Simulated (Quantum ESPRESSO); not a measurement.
**Zn in Quantum ESPRESSO: the effect of target pressure**

The system is Zn.

```
CELL_PARAMETERS angstrom
2.67000 0.00000 0.00000
-1.33500 2.31229 0.00000
0.00000 0.00000 4.96600
ATOMIC_POSITIONS crystal
Zn 0.66667 0.33333 0.75000
Zn 0.33333 0.66667 0.25000
```

Alike in all runs:

```yaml
Program: Quantum ESPRESSO 7.5
Task: phonons
Functional: PBE
Potentials_or_basis: Ansatz NC SR PBE
Cutoff: 1143 eV
Density_cutoff: 4572 eV
k_mesh: 9 × 9 × 5
Occupations: cold, width 0.2 eV
Spin: no spin polarisation
```

Each run relaxes the cell or the atoms first.

| target pressure | relaxed volume (Å³/atom) | highest phonon frequency (cm⁻¹) |
| --- | --- | --- |
| -3 GPa | 16.22 | 106 |
| 3 GPa | ? | ? |
| 15 GPa | 12.92 | 247 |

What does the run with target pressure 3 GPa give?

Relaxed volume 15.00 Å³/atom; highest phonon frequency 132 cm⁻¹.

Caveats: the mesh is thin for the phonons of a metal; the cell is more than 3 GPa from zero pressure, which shifts response properties (some runs); the volume moved by over 15 % at a fixed basis, so the end points are rough (some runs).
